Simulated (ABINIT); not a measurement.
# Si2Mo (I4/mmm) in ABINIT: a series of runs

Runs on Si2Mo. Level: HSE06. Tasks: single point.

Program: ABINIT 10.8.3 (patched build). These are calculated values, not measurements. Logs are shortened: lines on timing, memory, paths and dates and some standing lists are left out, and cuts for length are marked. The log counts tension as positive stress, the text compression.

### Step 1. The crystal as given

Symmetry: I4/mmm, No. 139, tetragonal system. Conventional cell: a = 3.200 Å, b = 3.200 Å, c = 7.861 Å, α = 90.00°, β = 90.00°, γ = 90.00°. Mo (site symmetry 4/mmm) has 10 Si at 2.62 Å as nearest neighbours. Si (site symmetry 4mm) has 5 Si at 2.61 to 2.63 Å and 5 Mo at 2.62 Å as nearest neighbours.

### Step 2. Single point, HSE06

The input, run.abi:

```
pp_dirpath "./"
pseudos "Mo_ONCV_PBE-1.2.upf, Si_ONCV_PBE-1.2.upf"

acell 4.5352872291 4.5352872291 4.5352872291 Angstrom
rprim
    -0.3527891221     0.3527891221     0.8666485278
     0.3527891221    -0.3527891221     0.8666485278
     0.3527891221     0.3527891221    -0.8666485278
ntypat 2
znucl 42 14
natom 3
typat 1 2 2
xcart
     0.0000000000     0.0000000000     0.0000000000
     0.0000000000     0.0000000000     9.9083764228
     0.0000000000     0.0000000000     4.9467606429

ecut 18.0

kptopt 1
ngkpt 4 4 4
nshiftk 1
shiftk 0.0 0.0 0.0

ixc -428
hyb_mixing_sr 0.05

nband 15
occopt 3
tsmear 0.00183747

nstep 60
toldfe 1.0e-7

iomode 3
prtwf 0
prteig 0
prtebands 0
enunit 1
prtden 1
prtvha 1
prtvclmb 1
prtpot 1
prtelf 1
```

Potentials or basis: SG15 NC PBE v1.2.

The run is started by

```
$ mpirun --bind-to none -np 4 abinit run.abi > log 2>&1
```

run.abo:

```text
.Version 10.8.3 of ABINIT
 Symmetries : space group I4/m m m (#139); Bravais tI (body-center tetrag.)
================================================================================
 Values of the parameters that define the memory need of the present run
     intxc =       0    ionmov =       0      iscf =       7    lmnmax =       6
     lnmax =       6     mgfft =      36  mpssoang =       3    mqgrid =    3001
     natom =       3  nloc_mem =       1    nspden =       1   nspinor =       1
    nsppol =       1      nsym =      16    n1xccc =       0    ntypat =       2
    occopt =       3   xclevel =       2
       mpw =        1015          nfft =       46656          nkpt =          13
================================================================================
================================================================================

--------------------------------------------------------------------------------
------------- Echo of variables that govern the present computation ------------
--------------------------------------------------------------------------------
 -outvars: echo values of preprocessed input variables --------
            acell      8.5704507653E+00  8.5704507653E+00  8.5704507653E+00 Bohr
              amu      9.59400000E+01  2.80855000E+01
             ecut      1.80000000E+01 Hartree
           enunit           1
   hyb_mixing_sr       5.0000000000E-02
              ixc        -428
                       outvar_i_n : Printing only first  50 k-points.
         kptrlatt        4    0    0      0    4    0      0    0    4
          kptrlen      2.41884944E+01
            natom           3
            nband          15
          nbandhf          15
            ngfft          36      36      36
             nkpt          13
           nkpthf          64
            nstep          60
             nsym          16
           ntypat           2
           occopt           3
        prtebands           0
           prteig           0
           prtelf           1
           prtpot           1
         prtvclmb           1
           prtvha           1
            prtwf           0
            rprim     -3.5278912210E-01  3.5278912210E-01  8.6664852780E-01
                       3.5278912210E-01 -3.5278912210E-01  8.6664852780E-01
                       3.5278912210E-01  3.5278912210E-01 -8.6664852780E-01
          spgroup         139
           toldfe      1.00000000E-07 Hartree
           tsmear      1.83747000E-03 Hartree
            typat      1  2  2
          usefock           1
           xangst      0.0000000000E+00  0.0000000000E+00  0.0000000000E+00
                      -6.7403605997E-17  6.7403605997E-17  5.2432869993E+00
                      -5.0097338654E-17  5.0097338654E-17  2.6177130012E+00
            xcart      0.0000000000E+00  0.0000000000E+00  0.0000000000E+00
                      -1.2737435523E-16  1.2737435523E-16  9.9083764283E+00
                      -9.4670249692E-17  9.4670249692E-17  4.9467606484E+00
             xred      0.0000000000E+00  0.0000000000E+00  0.0000000000E+00
                       6.6699999987E-01  6.6699999987E-01  0.0000000000E+00
                       3.3300000013E-01  3.3300000013E-01  0.0000000000E+00
            znucl       42.00000   14.00000

================================================================================

 chkinp: Checking input parameters for consistency.

================================================================================
== DATASET  1 ==================================================================

--- !DatasetInfo
iteration_state: {dtset: 1, }
dimensions: {natom: 3, nkpt: 13, mband: 15, nsppol: 1, nspinor: 1, nspden: 1, mpw: 1015, }
cutoff_energies: {ecut:  18.0, pawecutdg:  -1.0, }
electrons: {nelect:   2.20000000E+01, charge:   0.00000000E+00, occopt:   3.00000000E+00, tsmear:   1.83747000E-03, }
meta: {optdriver: 0, ionmov: 0, optcell: 0, iscf: 7, paral_kgb: 0, }
...

 Real(R)+Recip(G) space primitive vectors, cartesian coordinates (Bohr,Bohr^-1):
 R(1)= -3.0235618  3.0235618  7.4275685  G(1)=  0.0000000  0.1653679  0.0673168
 R(2)=  3.0235618 -3.0235618  7.4275685  G(2)=  0.1653679  0.0000000  0.0673168
 R(3)=  3.0235618  3.0235618 -7.4275685  G(3)=  0.1653679  0.1653679  0.0000000
 Unit cell volume ucvol=  2.7160913E+02 bohr^3
 Angles (23,13,12)=  1.38683989E+02  1.38683989E+02  5.98570360E+01 degrees

 getcut: wavevector=  0.0000  0.0000  0.0000  ngfft=  36  36  36
         ecut(hartree)=     18.000   => boxcut(ratio)=   2.20278

 getcut : COMMENT -
  Note that boxcut > 2.2 ; recall that boxcut=Gcut(box)/Gcut(sphere) = 2
  is sufficient for exact treatment of convolution.
  Such a large boxcut is a waste : you could raise ecut
  e.g. ecut=   21.835054 Hartrees makes boxcut=2

--- Pseudopotential description ------------------------------------------------
- pspini: atom type   1  psp file is ./Mo_ONCV_PBE-1.2.upf
12 -101130 2 -1 602                           pspcod,pspxc,lmax,lloc,mmax
     nproj     2     2     2

- pspini: atom type   2  psp file is ./Si_ONCV_PBE-1.2.upf
12 -101130 1 -1 602                           pspcod,pspxc,lmax,lloc,mmax
     nproj     2     2     0

   3.11099101E+02                                ecore*ucvol(ha*bohr**3)
--------------------------------------------------------------------------------

================================================================================

--- !BeginCycle
iteration_state: {dtset: 1, }
solver: {iscf: 7, nstep: 60, nline: 4, wfoptalg: 0, }
tolerances: {toldfe: 1.00E-07, }
...

     iter   Etot(hartree)      deltaE(h)  residm     vres2
 ETOT  1  -76.161706055802    -7.616E+01 4.630E-02 2.412E+01
 ETOT  2  -76.484241974621    -3.225E-01 2.278E-02 1.015E+02
 ETOT  3  -76.504825235140    -2.058E-02 1.378E-03 3.824E+00
 ETOT  4  -76.505938640448    -1.113E-03 6.879E-04 2.108E-01
 ETOT  5  -76.505994395067    -5.575E-05 1.195E-04 2.064E-02
 ETOT  6  -76.505998660155    -4.265E-06 2.099E-04 1.217E-03
 ETOT  7  -76.505998976713    -3.166E-07 1.603E-04 1.181E-04
 ETOT  8  -76.505999002956    -2.624E-08 2.797E-04 2.394E-05
 ETOT  9  -76.505999005997    -3.041E-09 1.811E-04 8.365E-06

 At SCF step    9, etot is converged :
  for the second time, diff in etot=  3.041E-09 < toldfe=  1.000E-07

 Compute ELF
--------------------------------------------------------------------------------

 Compute kinetic energy density

 Compute gradient of the electron density
 Electron Localization Function (ELF) [min:0;max:1]
)     Maximum=    7.9879E-01  at reduced coord.    0.9444    0.9444    0.8056
)     Minimum=    7.3431E-07  at reduced coord.    0.3333    0.3333    0.0000
   Integrated=    1.2295E+02

--------------------------------------------------------------------------------
 End of ELF section

 Cartesian components of stress tensor (hartree/bohr^3)
  sigma(1 1)= -8.22177765E-05  sigma(3 2)=  0.00000000E+00
  sigma(2 2)= -8.22177765E-05  sigma(3 1)=  0.00000000E+00
  sigma(3 3)= -6.56307170E-05  sigma(2 1)=  0.00000000E+00

--- !ResultsGS
iteration_state: {dtset: 1, }
comment   : Summary of ground state results
lattice_vectors:
- [ -3.0235618,   3.0235618,   7.4275685, ]
- [  3.0235618,  -3.0235618,   7.4275685, ]
- [  3.0235618,   3.0235618,  -7.4275685, ]
lattice_lengths: [   8.57045,    8.57045,    8.57045, ]
lattice_angles: [138.684, 138.684,  59.857, ] # degrees, (23, 13, 12)
lattice_volume:   2.7160913E+02
convergence: {deltae: -3.041E-09, res2:  8.365E-06, residm:  1.811E-04, diffor: null, }
etotal    :  -7.65059990E+01
entropy   :   0.00000000E+00
fermie    :   5.47688342E-01
cartesian_stress_tensor: # hartree/bohr^3
- [ -8.22177765E-05,   0.00000000E+00,   0.00000000E+00, ]
- [  0.00000000E+00,  -8.22177765E-05,   0.00000000E+00, ]
- [  0.00000000E+00,   0.00000000E+00,  -6.56307170E-05, ]
pressure_GPa:   2.2563E+00
xred      :
- [  0.0000E+00,   0.0000E+00,   0.0000E+00, Mo]
- [  6.6700E-01,   6.6700E-01,   0.0000E+00, Si]
- [  3.3300E-01,   3.3300E-01,   0.0000E+00, Si]
cartesian_forces: # hartree/bohr
- [  1.91245027E-19,   4.66847374E-20,  -1.44560290E-19, ]
- [ -2.87465118E-19,  -4.32025408E-19,  -2.33852898E-03, ]
- [  9.62200908E-20,   3.85340670E-19,   2.33852898E-03, ]
force_length_stats: {min:   2.44237185E-19, max:   2.33852898E-03, mean:   1.55901932E-03, }
...

 Integrated electronic density in atomic spheres:
 ------------------------------------------------
 Atom  Sphere_radius  Integrated_density
    1        2.00000         10.59320036
    2        2.00000          1.77395775
    3        2.00000          1.77395775
================================================================================

 ----iterations are completed or convergence reached----

 Mean square residual over all n,k,spin=   11.647E-07; max=  18.106E-05
 reduced coordinates (array xred) for    3 atoms
       0.000000000000      0.000000000000      0.000000000000
       0.666999999875      0.666999999875      0.000000000000
       0.333000000125      0.333000000125      0.000000000000
 rms dE/dt=  1.4182E-02; max dE/dt=  1.7370E-02; dE/dt below (all hartree)
    1       0.000000000000      0.000000000000      0.000000000000
    2       0.017369584265      0.017369584265     -0.017369584265
    3      -0.017369584265     -0.017369584265      0.017369584265

 cartesian coordinates (angstrom) at end:
    1      0.00000000000000     0.00000000000000     0.00000000000000
    2     -0.00000000000000     0.00000000000000     5.24328699934894
    3     -0.00000000000000     0.00000000000000     2.61771300115037

 cartesian forces (hartree/bohr) at end:
    1      0.00000000000000     0.00000000000000    -0.00000000000000
    2     -0.00000000000000    -0.00000000000000    -0.00233852897820
    3      0.00000000000000     0.00000000000000     0.00233852897820
 frms,max,avg= 1.1023931E-03 2.3385290E-03   0.000E+00  0.000E+00  0.000E+00 h/b

 cartesian forces (eV/Angstrom) at end:
    1      0.00000000000000     0.00000000000000    -0.00000000000000
    2     -0.00000000000000    -0.00000000000000    -0.12025199499390
    3      0.00000000000000     0.00000000000000     0.12025199499390
 frms,max,avg= 5.6687334E-02 1.2025199E-01   0.000E+00  0.000E+00  0.000E+00 e/A
 length scales=  8.570450765326  8.570450765326  8.570450765326 bohr
              =  4.535287229100  4.535287229100  4.535287229100 angstroms
 Fermi (or HOMO) energy (eV) =  14.90336   Average Vxc (eV)= -11.54608
 Eigenvalues (   eV  ) for nkpt=  13  k points:
 kpt#   1, nband= 15, wtk=  0.01563, kpt=  0.0000  0.0000  0.0000 (reduced coord)
 -46.97724  -20.81250  -20.73420  -20.73420    0.84301    8.11552   11.07669   11.50902
  11.88681   11.88681   15.03959   17.81104   17.81445   18.37020   18.37136
 prteigrs : prtvol=0 or 1, do not print more k-points.

--- !EnergyTerms
iteration_state     : {dtset: 1, }
comment             : Components of total free energy in Hartree
kinetic             :  2.47741318102596E+01
hartree             :  1.52503863341616E+01
xc                  : -1.00069877006171E+01
Ewald energy        : -6.27502804110003E+01
psp_core            :  1.14539266191995E+00
local_psp           : -5.14602035154539E+01
non_local_psp+x     :  6.54179966886805E+00
internal            : -7.65057611518621E+01
'-kT*entropy'       : -2.37854134501376E-04
total_energy        : -7.65059990059966E+01
...

--- !EnergyTermsDC
iteration_state     : {dtset: 1, }
comment             : '"Double-counting" decomposition of free energy'
band_energy         : -3.06470365583614E+00
Ewald energy        : -6.27502804110003E+01
psp_core            :  1.14539266191995E+00
xc_dc               : -1.18364460015422E+01
internal            : -7.65060374064588E+01
'-kT*entropy'       : -2.37854134501376E-04
total_energy_dc     : -7.65062752605933E+01
...

 Cartesian components of stress tensor (hartree/bohr^3)
  sigma(1 1)= -8.22177765E-05  sigma(3 2)=  0.00000000E+00
  sigma(2 2)= -8.22177765E-05  sigma(3 1)=  0.00000000E+00
  sigma(3 3)= -6.56307170E-05  sigma(2 1)=  0.00000000E+00

-Cartesian components of stress tensor (GPa)         [Pressure=  2.2563E+00 GPa]
- sigma(1 1)= -2.41893050E+00  sigma(3 2)=  0.00000000E+00
- sigma(2 2)= -2.41893050E+00  sigma(3 1)=  0.00000000E+00
- sigma(3 3)= -1.93092236E+00  sigma(2 1)=  0.00000000E+00

== END DATASET(S) ==============================================================
================================================================================

 -outvars: echo values of variables after computation  --------
            acell      8.5704507653E+00  8.5704507653E+00  8.5704507653E+00 Bohr
           etotal     -7.6505999006E+01
            fcart      1.9124502709E-19  4.6684737422E-20 -1.4456028967E-19
                      -2.8746511787E-19 -4.3202540753E-19 -2.3385289782E-03
                       9.6220090780E-20  3.8534067011E-19  2.3385289782E-03
            rprim     -3.5278912210E-01  3.5278912210E-01  8.6664852780E-01
                       3.5278912210E-01 -3.5278912210E-01  8.6664852780E-01
                       3.5278912210E-01  3.5278912210E-01 -8.6664852780E-01
           strten     -8.2217776480E-05 -8.2217776480E-05 -6.5630716961E-05
                       0.0000000000E+00  0.0000000000E+00  0.0000000000E+00
           xangst      0.0000000000E+00  0.0000000000E+00  0.0000000000E+00
                      -6.7403605997E-17  6.7403605997E-17  5.2432869993E+00
                      -5.0097338654E-17  5.0097338654E-17  2.6177130012E+00
             xred      0.0000000000E+00  0.0000000000E+00  0.0000000000E+00
                       6.6699999987E-01  6.6699999987E-01  0.0000000000E+00
                       3.3300000013E-01  3.3300000013E-01  0.0000000000E+00
 Calculation completed.
```

Run time: 15 min. Hardware: 4 MPI ranks of Arm Neoverse V2, shared host; peak memory 0.36 GiB.

Results:

```yaml
Free_energy: -2081.8343 eV
Pressure: 2.3 GPa
Largest_force: 0.120 eV/Å
Band_gap_on_the_k_mesh: none (metal or under the smearing width)
Valence_electrons_inside_the_program's_atomic_spheres: Mo 10.59; Si 1.77
```

Forces on the atoms (eV/Å):
```
Mo   0.000  0.000  0.000
Si   0.000  0.000 -0.120
Si   0.000  0.000  0.120
```

Stress tensor (GPa, compression positive):
```
2.42 0.00 0.00
0.00 2.42 0.00
0.00 0.00 1.93
```

Levels at points of the mesh, in eV from the Fermi level:
```tsv
k point	band 9	band 10	band 11	band 12	band 13	band 14
(0.00, 0.00, 0.00)	-3.02	-3.02	0.14	2.91	2.91	3.47
(0.50, 0.00, 0.00)	-2.96	-2.88	-0.83	2.12	2.87	3.89
(0.50, 0.50, 0.00)	-4.88	-3.44	-1.51	2.17	2.57	2.84
(0.50, 0.50, 0.50)	-0.89	-0.89	-0.79	-0.79	0.28	4.50
```

Caveat: the k mesh is coarse (spacing up to 0.69 Å⁻¹), so the values aren't converged, least of all with exact exchange; Libxc's HSE differs a little from that of other programs; the potentials were made for another functional, which shifts forces and pressure.

### Step 3. Single point, HSE06

run.abi: that of step 2 with these lines changed.

```diff
@@ -25,3 +25,3 @@
 ixc -428
-hyb_mixing_sr 0.05
+hyb_mixing_sr 0.15
```

Potentials or basis: SG15 NC PBE v1.2.

The run is started by

```
$ mpirun --bind-to none -np 4 abinit run.abi > log 2>&1
```

Run time: 30 min. Hardware: 4 MPI ranks of Arm Neoverse V2, shared host; peak memory 0.36 GiB.

Results (log left out):

* Free energy: -2081.5720 eV
* Pressure: 0.0 GPa
* Largest force: 0.213 eV/Å
* Band gap on the k mesh: none (metal or under the smearing width)
* Valence electrons inside the program's atomic spheres: Mo 10.58; Si 1.77

Forces on the atoms (eV/Å):
```
Mo   0.000  0.000  0.000
Si   0.000  0.000 -0.213
Si   0.000  0.000  0.213
```

Stress tensor (GPa, compression positive):
```
 0.45  0.00  0.00
 0.00  0.45  0.00
 0.00  0.00 -0.91
```

Levels at points of the mesh, in eV from the Fermi level:
```
           k point  band 9  band 10  band 11  band 12  band 13  band 14
(0.00, 0.00, 0.00)   -3.35    -3.35     0.05     2.95     2.98     3.52
(0.50, 0.00, 0.00)   -3.22    -3.20    -1.03     2.31     2.91     4.06
(0.50, 0.50, 0.00)   -5.27    -3.78    -1.78     2.38     2.74     2.88
(0.50, 0.50, 0.50)   -1.09    -1.09    -0.95    -0.95     0.21     4.61
```

Caveat: the k mesh is coarse (spacing up to 0.69 Å⁻¹), so the values aren't converged, least of all with exact exchange; Libxc's HSE differs a little from that of other programs; the potentials were made for another functional, which shifts forces and pressure.
